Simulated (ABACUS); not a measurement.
Here is an ABACUS 3.10.1 calculation.

The input INPUT:

```
INPUT_PARAMETERS
suffix              GaP
calculation         scf
basis_type          pw
pseudo_dir          ./
symmetry            1
dft_functional      pbe
ecutwfc             81
pseudo_rcut         10
nspin               1
nbands              19
ks_solver           dav
smearing_method     fd
smearing_sigma      0.00367493
scf_thr             1e-08
scf_nmax            100
mixing_type         broyden
mixing_beta         0.7
cal_force           1
cal_stress          1
out_chg             1
kpar                4
```

File STRU:

```
ATOMIC_SPECIES
Ga 69.7230 31_Ga_13_1.9_2.4_pbe_n_v1.0.upf
P 30.9738 15_P_5_1.8_1.9_pbe_n_v1.0.upf

LATTICE_CONSTANT
1.8897261246

LATTICE_VECTORS
0.0000000000 2.7252500000 2.7252500000
2.7252500000 0.0000000000 2.7252500000
2.7252500000 2.7252500000 0.0000000000

ATOMIC_POSITIONS
Cartesian

Ga
0.0
1
0.0000000000 0.0000000000 0.0000000000 1 1 1

P
0.0
1
4.0878750000 4.0878750000 4.0878750000 1 1 1
```

Contents of KPT:

```
K_POINTS
0
Gamma
6 6 6 0 0 0
```

Potentials or basis: SPMS ONCV 1.0 PBE, plane waves.

Launch:

```console
$ OMP_NUM_THREADS=1 mpirun -np 4 abacus > log
```

Question: Estimate the band gap on the k mesh.

Answer: 1.65 eV, indirect (least direct gap 1.82 eV).

Question: Predict the pressure.

Answer: 2.7 GPa.

**The experiment to reproduce.**

“Stacking defects in GaP nanowires: Electronic structure and optical properties”, 2018, arxiv:1810.01194 quotes, for a bulk crystal of GaP at 10 K: band gap 2.34 eV (indirect).

A measured gap of GaP is 2.34 eV (indirect; 10 K; quoted in “Stacking defects in GaP nanowires: Electronic structure and optical properties”, 2018, arxiv:1810.01194); the calculated 1.65 eV misses it by -0.69 eV. Spin-orbit coupling on Ga is left out. The value is that of PBE on a finite k mesh, which can miss the band edges, without temperature or zero-point motion. Semilocal functionals fall short of measured gaps as a rule.
